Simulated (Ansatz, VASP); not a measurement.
## KTaO3 in VASP and in Ansatz

File POSCAR:

```
KTaO3
1.0
    3.6543210625      0.0000000000      0.0000000000
    0.0000000000      3.6543210625      0.0000000000
    0.0000000000      0.0000000000      4.7506173812
K Ta O
1 1 3
Direct
    0.5000000000      0.5000000000      0.5000000000
    0.0000000000      0.0000000000      0.0000000000
    0.5000000000      0.0000000000      0.0000000000
    0.0000000000      0.5000000000      0.0000000000
    0.0000000000      0.0000000000      0.5000000000
```

The input INCAR.step1:

```
SYSTEM = KTaO3
PREC = Accurate ; ENCUT = 520
ISMEAR = 0 ; SIGMA = 0.05
LREAL = .False. ; LASPH = .True.
NELM = 60 ; NBANDS = 27
GGA = PE ; ALGO = Normal
EDIFF = 1E-4 ; LWAVE = .True.
LCHARG = .False.
```

Contents of INCAR.step2:

```
SYSTEM = KTaO3
PREC = Accurate ; ENCUT = 520
EDIFF = 1E-6 ; ISMEAR = 0
SIGMA = 0.05 ; LREAL = .False.
LASPH = .True. ; NELM = 60
ALGO = Normal ; ISIF = 2
LWAVE = .False. ; LCHARG = .False.
METAGGA = R2SCAN ; LMIXTAU = .True.
NBANDS = 27 ; ISTART = 1
```

Contents of KPOINTS:

```
Automatic mesh
0
Gamma
  6 6 6
  0 0 0
```

Input for Ansatz:

```yaml
crystal:
  lattice:
    - [3.6543210625, 0.0, 0.0]
    - [0.0, 3.6543210625, 0.0]
    - [0.0, 0.0, 4.7506173812]
  atoms:
    - { symbol: K, position: [0.5, 0.5, 0.5] }
    - { symbol: Ta, position: [0.0, 0.0, 0.0] }
    - { symbol: O, position: [0.5, 0.0, 0.0] }
    - { symbol: O, position: [0.0, 0.5, 0.0] }
    - { symbol: O, position: [0.0, 0.0, 0.5] }
basis:
  ecutwfc: 500
kpoints:
  mp_grid: { grid: [6, 6, 6] }
hamiltonian:
  xc: r2scan
scf:
  occupations: { method: gaussian, width: 0.05 }
output:
  forces: true
  stress: true
  eigenvalues: true
```

Alike in both runs: task single point; functional r2SCAN; k mesh 6 × 6 × 6; occupations gaussian, width 0.05 eV; no spin polarisation.

|  | VASP | Ansatz |
| --- | --- | --- |
| version | VASP 6.6.1 | Ansatz 0.2.0 |
| potentials or method | VASP PAW PBE potentials, release 64 (K_sv, Ta_pv, O) | scalar-relativistic, plane waves, PAW |
| plane-wave cutoff (eV) | 520 | 500 |
| valence electrons in the cell | 38 | 40 |

Ansatz gave:

```
gap on the k mesh at the Fermi level (eV)       : 1.87
least direct gap on the mesh (eV)               : 1.94
pressure (GPa)                                  : 25.1
largest component of the traceless stress (GPa) : 56.19
```

Which values does VASP return?

gap on the k mesh at the Fermi level (eV): 1.86; least direct gap on the mesh (eV): 1.93; pressure (GPa): 26.6; largest component of the traceless stress (GPa): 57.28.

The two sets of potentials don't hold the same shells in valence.

Caveats: so large a pressure means that the cell lies far from this level's equilibrium, or that cutoff or potentials fall short (VASP); the potentials were made for another functional, which shifts forces and pressure (VASP); spin-orbit coupling is left out, which moves the levels of the heavy elements. r2SCAN opens gaps a little over a GGA but as a rule still falls short of measured ones. A k mesh can miss the band edges.
